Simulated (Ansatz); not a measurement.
SnO2: single point with PBE

Crystal: SnO2.

```xyz
3
Lattice="1.6171 0.9336 4.8006 -1.6171 0.9336 4.8006 0.0000 -1.8673 4.8006" Properties=species:S:1:pos:R:3 pbc="T T T"
Sn    0.0000    0.0000    7.2009
O     0.0000    0.0000   10.9861
O     0.0000    0.0000    3.4157
```

Measurements of this composition are mostly on another form, of space group No. 136.

```json
{
  "Program": "Ansatz 0.2.0",
  "Task": "single point",
  "Functional": "PBE",
  "Potentials or basis": "Ansatz PAW",
  "Cutoff": "420 eV (not typed: the program's choice for these potentials)",
  "k mesh": "10 × 10 × 10",
  "Occupations": "gaussian, width 0.011 eV",
  "Spin": "no spin polarisation"
}
```

The pressure is -0.6 GPa and the largest force is 0.133 eV/Å. The band gap on the k mesh is 1.94 eV, indirect (least direct gap 2.05 eV).

Forces in eV/Å, atoms in the order of the input:
```
Sn   0.000  0.000  0.000
O    0.000  0.000  0.133
O    0.000  0.000 -0.133
```

Stress tensor (GPa, compression positive):
```
-0.46  0.00  0.00
 0.00 -0.46  0.00
 0.00  0.00 -0.75
```

Levels at points of the mesh, in eV from the valence-band top:
```
              k point  band 9  band 10  band 11  band 12  band 13  band 14  band 15  band 16  band 17
   (0.00, 0.00, 0.00)   -1.25    -1.25    -0.88    -0.88    -0.11     1.94     5.72    11.04    11.04
  (0.00, 0.00, -0.50)   -4.11    -2.92    -1.46    -0.58    -0.55     5.31     7.73    10.05    12.32
 (0.00, -0.50, -0.50)   -4.34    -3.01    -1.14    -0.45    -0.02     5.05     6.92    10.71    11.31
(-0.50, -0.50, -0.50)   -1.32    -1.32    -1.24    -0.83    -0.83     3.19     5.64    11.21    11.21
```

Run time: 2.3 s on 2 threads of Arm Neoverse V1 (shared host), peak memory 0.35 GiB.

Caveat: the pressure holds a Pulay correction of +0.7 GPa for the finite cutoff; spin-orbit coupling is left out, which moves the levels of the heavy elements. A hybrid or GW would open this gap; PBE tends to underestimate it.
